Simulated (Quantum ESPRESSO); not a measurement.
# Thickness dependence of 2H-MoTe2, part 6 of 8

What does each added layer of 2H-MoTe2 bring in screening, and what does it do to the gap?

Quantum ESPRESSO 7.5; plane-wave DFT, PBE, GBRV ultrasoft pseudopotentials.

So far. Step 8 (Bands along a path, 1 layer: no field): Along this path the valence top lies at K and the conduction bottom at K. Step 12 (Bands along a path, 1 layer: spin-orbit coupling): Along this path the valence top lies at K and the conduction bottom at K.

**13. Variable-cell relaxation, 2 layers**

Level of this step: plane-wave DFT, PBE-D3(BJ), GBRV ultrasoft pseudopotentials (Quantum ESPRESSO 7.5).

System of this step: 2H-MoTe2, 2 layers, AA' stacking. The cell holds 6 atoms: 4 Te and 2 Mo. Its edges and angles: a = 3.550 Å, b = 3.550 Å, c = 27.848 Å, α = 90.0°, β = 90.0°, γ = 120.0°. It derives from MoTe2. Vacuum lies along c.

File n2.relax.in:

```
&control
  prefix = 'n2.relax'
  outdir = './out'
  pseudo_dir = './pseudo'
  nstep = 50
  forc_conv_thr = 0.0004
  calculation = 'vc-relax'
  etot_conv_thr = 1e-06
/
&system
  ibrav = 0
  nat = 6
  ntyp = 2
  ecutwfc = 50
  ecutrho = 250
  vdw_corr = 'grimme-d3'
  dftd3_version = 4
  occupations = 'smearing'
  smearing = 'fd'
  degauss = 0.004
/
&electrons
  conv_thr = 1e-09
  mixing_beta = 0.4
  electron_maxstep = 120
  mixing_mode = 'plain'
/
&ions
/
&cell
  cell_dofree = '2Dxy'
  press_conv_thr = 0.3
/
ATOMIC_SPECIES
  Te  127.6000  te_pbe_v1.uspp.F.UPF
  Mo  95.9500  mo_pbe_v1.uspp.F.UPF
CELL_PARAMETERS angstrom
  3.55000000000000 0.00000000000000 0.00000000000000
  -1.77500000000000 3.07439018343476 0.00000000000000
  0.00000000000000 0.00000000000000 27.84820526129667
ATOMIC_POSITIONS crystal
  Te  0.333333333333 0.666666666667 0.305226132896
  Mo  0.000000000000 0.000000000000 0.372988177079
  Te  0.333333333333 0.666666666667 0.440750221261
  Te  0.000000000000 0.000000000000 0.559249778739
  Mo  0.333333333333 0.666666666667 0.627011822921
  Te  0.000000000000 0.000000000000 0.694773867104
K_POINTS automatic
  12 12 1 0 0 0
```

Command:

```bash
$ OMP_NUM_THREADS=1 mpirun -n 4 pw.x -nk 4 -in n2.relax.in > n2.relax.out
```

Log:

```text
[banner, memory and clock lines left out]
Program PWSCF v.7.5 starts

          URL

     Message from routine setup:
     using ibrav=0 with symmetry is DISCOURAGED, use correct ibrav instead

     G-vector sticks info

     bravais-lattice index     =            0
     lattice parameter (alat)  =       6.7085  a.u.
     unit-cell volume          =    2051.0732 (a.u.)^3
     number of atoms/cell      =            6
     number of atomic types    =            2
     number of electrons       =        52.00
     number of Kohn-Sham states=           31
     kinetic-energy cutoff     =      50.0000  Ry
     charge density cutoff     =     250.0000  Ry
     scf convergence threshold =      1.0E-09
     mixing beta               =       0.4000
     number of iterations used =            8  plain     mixing
     energy convergence thresh.=      1.0E-06
     force convergence thresh. =      4.0E-04
     press convergence thresh. =      3.0E-01
     Exchange-correlation= SLA  PW   PBE  PBE
                           (   1   4   3   4   0   0   0)
     nstep                     =           50

     celldm(1)=   6.708528  celldm(2)=   0.000000  celldm(3)=   0.000000
     celldm(4)=   0.000000  celldm(5)=   0.000000  celldm(6)=   0.000000

     crystal axes: (cart. coord. in units of alat)
               a(1) = (   1.000000   0.000000   0.000000 )
               a(2) = (  -0.500000   0.866025   0.000000 )
               a(3) = (   0.000000   0.000000   7.844565 )

     reciprocal axes: (cart. coord. in units 2 pi/alat)
               b(1) = (  1.000000  0.577350 -0.000000 )
               b(2) = (  0.000000  1.154701  0.000000 )
               b(3) = (  0.000000 -0.000000  0.127477 )

     PseudoPot. # 1 for Te read from file:
     ./pseudo/te_pbe_v1.uspp.F.UPF
     Pseudo is Ultrasoft + core correction, Zval =  6.0
     Generated by new atomic code, or converted to UPF format
     Using radial grid of  891 points,  5 beta functions with:
                l(1) =   0
                l(2) =   0
                l(3) =   1
                l(4) =   1
                l(5) =   2
     Q(r) pseudized with  6 coefficients,  rinner =    1.800   1.800   1.800
                                                       1.800   1.800

     PseudoPot. # 2 for Mo read from file:
     ./pseudo/mo_pbe_v1.uspp.F.UPF
     Pseudo is Ultrasoft + core correction, Zval = 14.0
     Generated by new atomic code, or converted to UPF format
     Using radial grid of  889 points,  6 beta functions with:
                l(1) =   0
                l(2) =   0
                l(3) =   1
                l(4) =   1
                l(5) =   2
                l(6) =   2
     Q(r) pseudized with  6 coefficients,  rinner =    1.000   1.000   1.000
                                                       1.000   1.000

     atomic species   valence    mass     pseudopotential
     Te                6.00   127.60000     Te( 1.00)
     Mo               14.00    95.95000     Mo( 1.00)

     12 Sym. Ops., with inversion, found ( 6 have fractional translation)

   Cartesian axes

     site n.     atom                  positions (alat units)
         1        Te     tau(   1) = (  -0.0000000   0.5773503   2.3943662  )
         2        Mo     tau(   2) = (   0.0000000   0.0000000   2.9259299  )
         3        Te     tau(   3) = (  -0.0000000   0.5773503   3.4574937  )
         4        Te     tau(   4) = (   0.0000000   0.0000000   4.3870712  )
         5        Mo     tau(   5) = (  -0.0000000   0.5773503   4.9186349  )
         6        Te     tau(   6) = (   0.0000000   0.0000000   5.4501987  )

     DFT-D3 Dispersion Correction (3-body terms):
       Reference C6 values for interpolation:

         atom   Coordination number   C6
         Mo         0.000          1691.79
         Mo         1.942          1004.01
         Mo        11.056           674.22
         Te         0.000           851.07
         Te         0.981           850.20
         Te         1.964           837.16

       Values used:

         atom   Coordination number  R0_AB[au]  C6      C8
         Te         4.400            3.676    837.16  84978.05
         Mo         7.303            3.547    674.22  77634.20
         Te         4.647            3.676    837.16  84978.05
         Te         4.647            3.676    837.16  84978.05
         Mo         7.303            3.547    674.22  77634.20
         Te         4.400            3.676    837.16  84978.05

         Molecular C6 ( Ry / a.u.^6 ) =     28103.30

     number of k points=    19  Fermi-Dirac smearing, width (Ry)=  0.0040
                       cart. coord. in units 2pi/alat
        k(    1) = (   0.0000000   0.0000000   0.0000000), wk =   0.0138889
        k(    2) = (   0.0000000   0.0962250   0.0000000), wk =   0.0833333
        k(    3) = (   0.0000000   0.1924501   0.0000000), wk =   0.0833333
        k(    4) = (   0.0000000   0.2886751   0.0000000), wk =   0.0833333
        k(    5) = (   0.0000000   0.3849002   0.0000000), wk =   0.0833333
        k(    6) = (   0.0000000   0.4811252   0.0000000), wk =   0.0833333
        k(    7) = (   0.0000000  -0.5773503   0.0000000), wk =   0.0416667
        k(    8) = (   0.0833333   0.1443376   0.0000000), wk =   0.0833333
        k(    9) = (   0.0833333   0.2405626   0.0000000), wk =   0.1666667
        k(   10) = (   0.0833333   0.3367877   0.0000000), wk =   0.1666667
        k(   11) = (   0.0833333   0.4330127   0.0000000), wk =   0.1666667
        k(   12) = (   0.0833333   0.5292377   0.0000000), wk =   0.1666667
        k(   13) = (   0.1666667   0.2886751   0.0000000), wk =   0.0833333
        k(   14) = (   0.1666667   0.3849002   0.0000000), wk =   0.1666667
        k(   15) = (   0.1666667   0.4811252   0.0000000), wk =   0.1666667
        k(   16) = (   0.1666667   0.5773503   0.0000000), wk =   0.0833333
        k(   17) = (   0.2500000   0.4330127   0.0000000), wk =   0.0833333
        k(   18) = (   0.2500000   0.5292377   0.0000000), wk =   0.1666667
        k(   19) = (   0.3333333   0.5773503   0.0000000), wk =   0.0277778

     Dense  grid:   136921 G-vectors     FFT dimensions: (  36,  36, 270)

     Smooth grid:    97677 G-vectors     FFT dimensions: (  36,  36, 240)

     Initial potential from superposition of free atoms

     starting charge      51.9970, renormalised to      52.0000

     negative rho (up, down):  2.970E-03 0.000E+00
     Starting wfcs are   42 randomized atomic wfcs

     per-process dynamical memory:   127.9 Mb

     Self-consistent Calculation

     iteration #  1     ecut=    50.00 Ry     beta= 0.40
[...]
-58.1773 -58.1773 -32.3258 -32.3258 -32.2752 -32.2752 -32.2271 -32.2271
    -9.4477  -9.2532  -8.7583  -8.5285  -2.1430  -1.4986  -0.8038  -0.6564
    -0.5541  -0.2366   0.8386   0.8853   1.1151   1.5193   1.5210   1.5630
     1.7071   1.8205   3.9359   4.2095   4.5834   4.6645   4.7790

          k =-0.0000 0.3873 0.0000 ( 12273 PWs)   bands (ev):

   -58.1749 -58.1749 -32.3192 -32.3192 -32.3063 -32.3063 -32.2345 -32.2345
    -8.9177  -8.7431  -8.3794  -8.1965  -2.1052  -1.8528  -1.5029  -1.2193
    -1.0464  -0.7141   0.5133   0.5671   0.8183   1.1775   1.5093   1.6367
     1.8454   1.9292   3.8811   4.1688   4.2185   4.3638   4.9737

          k =-0.0000 0.4842 0.0000 ( 12213 PWs)   bands (ev):

   -58.1732 -58.1732 -32.3289 -32.3289 -32.3144 -32.3143 -32.2399 -32.2399
    -8.4227  -8.2882  -8.0404  -7.9221  -2.7366  -2.5595  -1.9610  -1.8424
    -1.0649  -0.6509   0.2990   0.3572   0.7259   0.9567   1.5850   1.7144
     2.0806   2.2193   4.0314   4.0663   4.1065   4.2891   5.3150

          k = 0.0000-0.5810 0.0000 ( 12202 PWs)   bands (ev):

   -58.1726 -58.1726 -32.3372 -32.3372 -32.3126 -32.3126 -32.2419 -32.2419
    -8.1966  -8.0986  -7.8935  -7.8206  -3.0405  -2.8634  -2.1844  -2.0974
    -1.0192  -0.6335   0.2247   0.2843   0.7400   0.8621   1.7335   1.7752
     2.1617   2.3300   3.9842   4.0222   4.1998   4.3892   5.4479

          k = 0.0839 0.1453 0.0000 ( 12293 PWs)   bands (ev):

   -58.1801 -58.1801 -32.3340 -32.3340 -32.2361 -32.2361 -32.2184 -32.2184
    -9.9766  -9.7727  -9.1446  -8.8792  -2.6186  -1.8964  -0.1141   0.2831
     0.3092   0.6856   1.1187   1.1320   1.2018   1.2414   1.6625   1.8977
     1.9396   2.4697   4.7026   4.7656   4.7692   4.9463   5.1838

          k = 0.0839 0.2421 0.0000 ( 12302 PWs)   bands (ev):

   -58.1781 -58.1781 -32.3282 -32.3282 -32.2622 -32.2622 -32.2259 -32.2259
    -9.6168  -9.4184  -8.8809  -8.6387  -2.2715  -1.5792  -0.4376  -0.3714
    -0.2919   0.1375   0.6458   0.7420   1.2976   1.3130   1.5802   1.8166
     1.8563   2.0644   4.0354   4.2923   4.4769   4.6398   4.8111

          k = 0.0839 0.3389 0.0000 ( 12280 PWs)   bands (ev):

   -58.1758 -58.1758 -32.3216 -32.3216 -32.2921 -32.2921 -32.2346 -32.2346
    -9.1295  -8.9449  -8.5283  -8.3241  -1.9771  -1.5249  -1.1783  -0.9348
    -0.7950  -0.5883   0.2379   0.4185   1.2128   1.2710   1.3251   1.5068
     1.9068   1.9557   3.7320   4.0762   4.3196   4.4401   4.6475

          k = 0.0839 0.4358 0.0000 ( 12240 PWs)   bands (ev):

   -58.1738 -58.1738 -32.3179 -32.3179 -32.3159 -32.3159 -32.2422 -32.2422
    -8.6042  -8.4499  -8.1594  -8.0115  -2.3621  -2.1885  -1.6881  -1.5469
    -1.0592  -0.6613   0.0949   0.2334   0.9430   1.1056   1.1831   1.2776
     2.0893   2.1565   3.7925   4.1100   4.1964   4.2805   4.9974

          k = 0.0839 0.5326 0.0000 ( 12209 PWs)   bands (ev):

   -58.1726 -58.1726 -32.3326 -32.3326 -32.3126 -32.3126 -32.2465 -32.2465
    -8.2169  -8.1109  -7.9012  -7.8177  -2.8784  -2.7072  -2.0882  -2.0184
    -1.0023  -0.6232   0.0854   0.1336   0.7671   0.9405   1.2283   1.3405
     2.2030   2.3336   3.9810   4.0592   4.2114   4.4016   5.3153

          k = 0.1677 0.2905 0.0000 ( 12273 PWs)   bands (ev):

   -58.1761 -58.1761 -32.3225 -32.3225 -32.2849 -32.2849 -32.2367 -32.2367
    -9.2037  -9.0162  -8.5805  -8.3692  -1.9686  -1.4159  -0.8885  -0.8353
    -0.5777  -0.3585  -0.0940   0.2138   1.0170   1.0374   1.5970   1.7124
     1.9444   2.0156   3.6231   4.0117   4.3049   4.3754   4.4435

          k = 0.1677 0.3873 0.0000 ( 12236 PWs)   bands (ev):

   -58.1741 -58.1741 -32.3168 -32.3168 -32.3064 -32.3064 -32.2486 -32.2486
    -8.7088  -8.5449  -8.2271  -8.0628  -2.0132  -1.8335  -1.3308  -1.2239
    -0.9487  -0.6766  -0.3122   0.0115   0.5540   0.6237   1.2946   1.3698
     2.0772   2.1441   3.5836   4.0226   4.2395   4.3235   4.4840

          k = 0.1677 0.4842 0.0000 ( 12206 PWs)   bands (ev):

   -58.1726 -58.1726 -32.3216 -32.3216 -32.3126 -32.3126 -32.2577 -32.2577
    -8.2551  -8.1359  -7.9152  -7.8136  -2.4719  -2.3325  -1.8434  -1.8222
    -0.9477  -0.6156  -0.2985  -0.0996   0.3250   0.4872   0.9131   1.0775
     2.1947   2.3016   3.8422   4.1185   4.2698   4.4147   4.6155

          k = 0.1677 0.5810 0.0000 ( 12208 PWs)   bands (ev):

   -58.1721 -58.1721 -32.3271 -32.3271 -32.3111 -32.3110 -32.2611 -32.2611
    -8.0504  -7.9715  -7.7811  -7.7235  -2.7027  -2.5481  -2.0595  -2.0552
    -0.9501  -0.6294  -0.2356  -0.1765   0.3231   0.4824   0.7542   0.9505
     2.2756   2.4193   3.9248   3.9977   4.4337   4.5936   4.6682

          k = 0.2516 0.4358 0.0000 ( 12208 PWs)   bands (ev):

   -58.1726 -58.1726 -32.3143 -32.3143 -32.3126 -32.3126 -32.2651 -32.2651
    -8.2732  -8.1484  -7.9219  -7.8122  -2.1835  -2.1010  -1.7137  -1.6301
    -0.8882  -0.6671  -0.4133  -0.2312  -0.2276   0.0018   0.9899   1.1416
     2.1817   2.2804   3.7643   4.1211   4.2255   4.4069   4.4075

          k = 0.2516 0.5326 0.0000 ( 12195 PWs)   bands (ev):

   -58.1718 -58.1718 -32.3160 -32.3160 -32.3102 -32.3102 -32.2774 -32.2774
    -7.9648  -7.8983  -7.7142  -7.6643  -2.2978  -2.1947  -2.0218  -1.9345
    -0.9540  -0.8309  -0.6791  -0.5266  -0.2329  -0.1152   0.7696   0.9140
     2.3474   2.4804   3.7932   3.8727   4.1471   4.6691   4.7093

          k = 0.3355 0.5810 0.0000 ( 12180 PWs)   bands (ev):

   -58.1715 -58.1715 -32.3093 -32.3093 -32.3072 -32.3072 -32.2915 -32.2915
    -7.8297  -7.8297  -7.6223  -7.6223  -2.1200  -1.9703  -1.9447  -1.9447
    -1.4189  -1.2332  -0.7477  -0.7477  -0.2370  -0.2370   0.7716   0.7716
     2.4688   2.6073   3.6899   3.6899   4.0031   4.5760   5.0280

     the Fermi energy is     3.1037 ev

!    total energy              =    -384.97163664 Ry
     estimated scf accuracy    <          3.3E-11 Ry
     smearing contrib. (-TS)   =      -0.00000282 Ry
     internal energy E=F+TS    =    -384.97163382 Ry

     The total energy is F=E-TS. E is the sum of the following terms:
     one-electron contribution =   -2413.63736189 Ry
     hartree contribution      =    1213.76638941 Ry
     xc contribution           =     -96.66834236 Ry
     ewald contribution        =     911.76418916 Ry
     DFT-D3 Dispersion         =      -0.19650813 Ry

     convergence has been achieved in  12 iterations

     negative rho (up, down):  2.793E-03 0.000E+00

     Forces acting on atoms (cartesian axes, Ry/au):

     atom    1 type  1   force =    -0.00000000   -0.00000000   -0.00097532
     atom    2 type  2   force =     0.00000000    0.00000000    0.00023331
     atom    3 type  1   force =     0.00000000    0.00000000    0.00156376
     atom    4 type  1   force =     0.00000000   -0.00000000   -0.00156376
     atom    5 type  2   force =     0.00000000    0.00000000   -0.00023331
     atom    6 type  1   force =     0.00000000    0.00000000    0.00097532

     Total force =     0.002627     Total SCF correction =     0.000039

     Computing stress (Cartesian axis) and pressure

     negative rho (up, down):  2.793E-03 0.000E+00
          total   stress  (Ry/bohr**3)                   (kbar)     P=       -1.19
  -0.00001308   0.00000000   0.00000000           -1.92        0.00        0.00
   0.00000000  -0.00001308   0.00000000            0.00       -1.92        0.00
   0.00000000   0.00000000   0.00000197            0.00        0.00        0.29

     Energy error            =      5.3E-05 Ry
     Gradient error          =      1.6E-03 Ry/Bohr
     Cell gradient error     =      1.9E+00 kbar

     number of scf cycles    =  16
     number of bfgs steps    =  15

     enthalpy           old  =    -384.9715832472 Ry
     enthalpy           new  =    -384.9716366374 Ry

     CASE: enthalpy          _new < enthalpy          _old

     new trust radius        =       0.0369103979 bohr
     new conv_thr            =            3.9E-11 Ry

     new unit-cell volume =   2020.66136 a.u.^3 (   299.43112 Ang^3 )
     density =      3.89471 g/cm^3

CELL_PARAMETERS (angstrom)
   3.523583331  -0.000000000   0.000000000
  -1.761791665   3.051512677   0.000000000
```

It took 22 min on 4 MPI ranks of Arm Neoverse V1, shared host; peak memory 1.1 GiB; 87 min of CPU time.

Step by step:

```csv
step,energy less that of the first step (eV),largest force (eV/Å),volume (Å³)
1,0.0000,0.9835,303.94
2,-0.0869,0.6989,301.81
3,-0.1462,0.3678,299.52
4,-0.1656,0.0428,297.21
5,-0.1658,0.0314,297.43
6,-0.1660,0.0424,297.57
7,-0.1662,0.0478,297.69
8,-0.1664,0.0513,297.84
9,-0.1668,0.0530,298.02
10,-0.1673,0.0525,298.26
11,-0.1679,0.0491,298.57
12,-0.1687,0.0414,298.97
13,-0.1697,0.0269,299.48
14,-0.1705,0.0361,300.08
15,-0.1710,0.0395,300.20
16,-0.1717,0.0402,300.11
17,-0.1728,0.0389,299.43
18,-0.1732,0.0292,298.78
19,-0.1734,0.0112,298.32
20,-0.1734,0.0055,298.33
21,-0.1733,0.0051,298.33
```

```csv
cell as run,before,after,change
a (Å),3.550,3.517,-0.9 %
b (Å),3.550,3.517,-0.9 %
```

The atoms that moved most (Å, along periodic axes as changes of fractional coordinates times the final cell, across vacuum about the mean position):

```csv
atom,dx,dy,dz,length
Te6,0.000,0.000,-0.159,0.159
Te1,0.000,0.000,0.159,0.159
Mo2,0.000,0.000,0.091,0.091
Mo5,0.000,0.000,-0.091,0.091
Te3,0.000,0.000,0.025,0.025
Te4,0.000,0.000,-0.025,0.025
```

The relaxed structure:

```xyz
6
Lattice="3.5171 0.0000 0.0000 -1.7585 3.0459 0.0000 0.0000 0.0000 27.8482" Properties=species:S:1:pos:R:3
Te    0.0000    2.0306    8.6591
Mo    0.0000    0.0000   10.4776
Te    0.0000    2.0306   12.2990
Te    0.0000    0.0000   15.5492
Mo    0.0000    2.0306   17.3706
Te    0.0000    0.0000   19.1891
```

 The last row is no step: it is a fresh SCF in the final cell with a new plane-wave basis, +0 meV from the row before.

This step gave:

| Item | Value |
| --- | --- |
| free energy | -5237.8075 eV |
| Fermi energy | 3.15 eV |

(Part 6 of 8 ends here.)

[Logs are printed without paths, hosts, clocks, repeated set-up lines and the standing remarks that a program may print on its own settings, such as how far it seeks lower states.]

[Hosts, paths, dates, database ids (printed as entryN), source tags and the programs' standing remarks are cut or masked in the printed files.]

[Maps of the electrostatic potential energy from Ansatz leave out the sawtooth potential of an applied field or a dipole correction, so their vacuum need not be flat; planar profiles and work functions include it.]
